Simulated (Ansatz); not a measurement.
A run of Ansatz 0.2.0 is set up as follows.

The input input.yaml:

```yaml
crystal:
  lattice:
    - [0.0, 2.11656, 2.11656]
    - [2.11656, 0.0, 2.11656]
    - [2.11656, 2.11656, 0.0]
  atoms:
    - { symbol: Cu, position: [0.02949772, 0.02810087, 0.90802599] }
    - { symbol: O, position: [0.47050228, 0.47189913, 0.59197401] }
hamiltonian:
  xc: r2scan
  pseudopotentials: { kind: paw }
kpoints:
  mp_grid: { grid: [11, 11, 11] }
scf:
  occupations: { method: fermi_dirac, width: 0.05 }
output:
  forces: true
  stress: true
  eigenvalues: true
relax:
  f_tol: 0.01
  max_steps: 40
  cell: { stress_tol: 0.05 }
```

Potentials or basis: Ansatz PAW.

The run is started by

```console
$ ansatz run input.yaml --threads 2 --pin off --max-ram 5632MiB --backend cpu --events-out ev --progress --plain --runs-dir out
```

Q: Predict the relaxed cell.

A: a = 2.961 Å, b = 2.961 Å, c = 2.961 Å, α = 60.00°, β = 60.00°, γ = 60.00°.

Q: What does it give for the band gap on the k mesh?

A: None (metal or under the smearing width).

Final structure:
```xyz
2
Lattice="0.0000 2.0936 2.0939 2.0936 0.0000 2.0939 2.0935 2.0935 0.0001" Properties=species:S:1:pos:R:3 pbc="T T T"
Cu    2.0935    2.0935    0.0001
O     2.0935    2.0936    2.0940
```

Caveat: an odd number of electrons without spin polarisation forces a metal; a magnetic or distorted state may lie lower; the run has no spin polarisation, though such a crystal can be magnetic; semilocal functionals often make such compounds metallic where correlation or magnetic order opens a gap, which also shifts bond lengths. With open d or f shells a metallic result of r2SCAN can be an artefact of self-interaction; +U or a hybrid may open a gap.
